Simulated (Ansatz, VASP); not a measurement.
# Ta2C: VASP beside Ansatz, part 2 of 2

Wanted: the spread between two codes on one cell, functional and k mesh. The cell is taken from a series of runs on this material, whose earlier steps may have relaxed, scaled, displaced or heated it; both programs get it as it stands.

VASP 6.6.1 and Ansatz 0.2.0.

So far: Set-up; VASP: relaxation of cell and atoms, r2SCAN; Ansatz: relaxation of cell and atoms, r2SCAN; Side by side.

### Step 5. Ansatz: relaxation of cell and atoms, r2SCAN with rVV10

Level of this step: Ansatz beside VASP: Kohn-Sham DFT, plane waves, r2SCAN with rVV10 (Ansatz).

The relaxed volume is the usual yardstick between codes: in a stiff, nearly cubic crystal its relative difference is about their pressure difference at one cell divided by the bulk modulus.

The cell is taken from a series of runs on this material, whose earlier steps may have relaxed, scaled, displaced or heated it; both programs get it as it stands.

Contents of input.yaml:

```yaml
crystal:
  lattice:
    - [3.1059, 0.0, 0.0]
    - [-1.55295, 2.6897883016, 0.0]
    - [0.0, 0.0, 4.9464]
  atoms:
    - { symbol: Ta, position: [0.3333333333, 0.6666666667, 0.25201] }
    - { symbol: Ta, position: [0.6666666667, 0.3333333333, 0.74799] }
    - { symbol: C, position: [0.0, 0.0, 0.0] }
kpoints:
  mp_grid: { grid: [15, 15, 8] }
hamiltonian:
  xc: r2scan
  dispersion: rvv10
scf:
  occupations: { method: gaussian, width: 0.1 }
output:
  forces: true
  stress: true
  eigenvalues: true
basis:
  ecutwfc: 520.0
relax:
  adjacent_minimum: "off"
  f_tol: 0.005
  max_steps: 60
  cell: { stress_tol: 0.03 }
```

Command:

```sh
$ ansatz run input.yaml --threads 4 --pin off --max-ram 8192MiB --backend cpu --events-out ev --progress --plain --runs-dir out
```

Numbers of over 12 decimals in the logs are rounded to 6 here.

What it wrote:

```text
[...]
Crystal: 3 atoms, lattice volume = 41.323 Å³
Basis set: ecut = 520 eV, 1105 PW (Γ), exchange–correlation on 108×108×180 points (64 copies of the dense FFT grid, shifted against one another)
Bands: 19, of which v1, the nominal top of the filled ones, is band 15 counted from 1 (14 counted from 0)
Symmetry: 12 space group operations
[...]
k-points: 192 of 1800
[...]
--- Relaxed structure (5 steps of the walk, 4 accepted, 1 SCFs on fresh bases) ---
[...]
cell:  # Å, volume = 41.1374 Å³
    - [3.103076, 0, -8.265229384161549e-19]
    - [-1.551538, 2.687342, 0]
    - [-1.3163054388719422e-18, -6.581527194359614e-19, 4.933114]
  atoms:
    - { symbol: Ta, position: [0.333333, 0.666667, 0.253942] }
    - { symbol: Ta, position: [0.666667, 0.333333, 0.746058] }
    - { symbol: C, position: [0, 0, 0] }
[key lines of the parts left out:]
SCF converged after 4 iterations
Free energy (F): -20136.734402 eV
Fermi energy:    18.614631 eV
P = ⅓ Tr σ = 0.0018 GPa (0.018 kbar)
```

### Step 6. VASP: relaxation of cell and atoms, r2SCAN with rVV10

The same cell, functional, mesh and smearing now go to VASP, with its own data sets.

Contents of INCAR:

```
SYSTEM = Ta2C
PREC = Accurate
ENCUT = 660
EDIFF = 1E-07
NELM = 120
ISMEAR = 0
SIGMA = 0.1
LREAL = .FALSE.
ALGO = Normal
METAGGA = R2SCAN
LUSE_VDW = .TRUE.
IVDW_NL = 2
BPARAM = 11.95
CPARAM = 0.0093
LASPH = .TRUE.
NBANDS = 19
LORBIT = 11
LWAVE = .FALSE.
LCHARG = .FALSE.
ISIF = 3
IBRION = 2
NSW = 80
EDIFFG = -0.005
GGA_COMPAT = .FALSE.
NELMIN = 4
LMIXTAU = .TRUE.
KPAR = 2
```

Contents of POSCAR:

```
Ta2C
1.0
    3.1059000000      0.0000000000      0.0000000000
   -1.5529500000      2.6897880000      0.0000000000
    0.0000000000      0.0000000000      4.9464000000
Ta C
2 1
Direct
    0.3333333333      0.6666666667      0.2520099466
    0.6666666667      0.3333333333      0.7479900534
    0.0000000000      0.0000000000      0.0000000000
```

Contents of KPOINTS:

```
Automatic mesh
0
Gamma
15 15 8
0 0 0
```

Potentials, in the order of the species: Ta_pv and C (PBE family, release 64).

Command:

```sh
$ mpirun -np 2 vasp_std
```

What it wrote:

```text
[banner, memory and clock lines left out]
running    2 mpi-ranks, on    1 nodes
[...]
|                                                                             |
|               ----> ADVICE to this user running VASP <----                  |
|                                                                             |
|     You have switched on vdW-DFT.                                           |
|     This routine was written and supplied by Jiri Klimes. We recommend      |
|     that you carefully read and cite the following publications:            |
|       J. Klimes, D.R. Bowler, A. Michelides                                 |
|          J. Phys.: Cond Matt. 22 022201 (2010)                              |
|       J. Klimes, D.R. Bowler, A. Michelides                                 |
|          Phys. Rev. B. 83, 195131 (2011)                                    |
|     and references therein.                                                 |
|                                                                             |

[...]
Total rVV10 correction in eV:      0.3730472    28.8149220
DAV:  15    -0.108797855279E+03   -0.25858E-03   -0.25325E-04  7929   0.130E-01    0.219E-02
[...]
DAV:   8    -0.108796615378E+03    0.25714E-05   -0.53100E-06  8632   0.189E-02    0.385E-03
Total rVV10 correction in eV:      0.3748138    28.8149220
Total rVV10 correction in eV:      0.3748138    28.8149220
DAV:   9    -0.108796619030E+03   -0.36522E-05   -0.22146E-06  7664   0.160E-02    0.114E-03
Total rVV10 correction in eV:      0.3748149    28.8149220
Total rVV10 correction in eV:      0.3748149    28.8149220
DAV:  10    -0.108796619027E+03    0.35629E-08   -0.39767E-07  7833   0.602E-03
Total rVV10 correction in eV:      0.3748153    28.8149220
Total rVV10 correction in eV:      0.3748153    28.8149220
Total rVV10 correction in eV:      0.3748154    28.8149220
Total rVV10 correction in eV:      0.3748154    28.8149220
   2 F= -.10879662E+03 E0= -.10879540E+03  d E =0.125385E-02
[... from here on, the cycles between the ionic steps are left out ...]
   3 F= -.10880070E+03 E0= -.10879954E+03  d E =-.282663E-02
   4 F= -.10880038E+03 E0= -.10879920E+03  d E =0.317030E-03
   5 F= -.10880134E+03 E0= -.10880017E+03  d E =-.641447E-03
[...]
reached required accuracy - stopping structural energy minimisation
```

Parts of OUTCAR (step 6):

```text
  Total        0.0094741      0.0094741     -0.0140730      0.0000000     -0.0000000      0.0000000
  in kB        0.3672982      0.3672981     -0.5455908      0.0000000     -0.0000000      0.0000000
  external PRESSURE =       0.0630018 kB  Pullay stress =       0.0000000 kB

 POSITION                                       TOTAL-FORCE (eV/Angst)
 -----------------------------------------------------------------------------------
     -0.00000      1.79435      1.25510         0.000000      0.000000     -0.002746
      1.55395      0.89717      3.68532        -0.000000     -0.000000      0.002746
      0.00000      0.00000      0.00000        -0.000000      0.000000      0.000000
 -----------------------------------------------------------------------------------
    total drift:                                0.000000      0.000000     -0.000000

  FREE ENERGIE OF THE ION-ELECTRON SYSTEM (eV)
  ---------------------------------------------------
  free  energy   TOTEN  =      -108.8013409528 eV

  energy  without entropy=     -108.7990010530  energy(sigma->0) =     -108.80017100

[... 2 parts as in an earlier step ...]

[... 2 further parts left out ...]
[key lines of the parts left out:]
E-fermi :   6.5824
```

### Step 7. Comparison

What differs besides the data sets and the points named for the pairs above, as far as they apply: the data sets hold 30 valence electrons in Ansatz (on its default PAW (the set named soft_2) files) and 26 in VASP. Total energies have different zeros and are not compared.

Compared:

```csv
quantity,Ansatz,VASP,difference
volume (Å³),41.14,41.33,-0.46 %
"edge a after relaxation, in the typed setting (Å)",3.103,3.108,-0.15 %
"edge c after relaxation, in the typed setting (Å)",4.933,4.940,-0.15 %
```

### Step 8. Results

| Quantity | Value |
| --- | --- |
| difference in volume (relaxation of cell and atoms, r2SCAN) | -0.25 % |
| difference in volume (relaxation of cell and atoms, r2SCAN with rVV10) | -0.46 % |

In words: The difference in volume is -0.46 % (relaxation of cell and atoms, r2SCAN with rVV10), within the 1.2 % picked in this series as the mark of a large difference, as far as the stopping tolerances let one tell. The data sets hold unlike numbers of valence electrons (30 in Ansatz and 26 in VASP), so part of the differences comes from the potentials. Such differences can come from data sets, numerical settings and the points named under the comparisons, not from the functional's error against experiment.

[Lines on the potential files, build, host, timing and source positions are cut from VASP's logs without a mark.]

[Logs are printed without paths, hosts, clocks, repeated set-up lines and the standing remarks that a program may print on its own settings, such as how far it seeks lower states.]

[Hosts, paths, dates, database ids (printed as entryN), source tags and the programs' standing remarks are cut or masked in the printed files.]
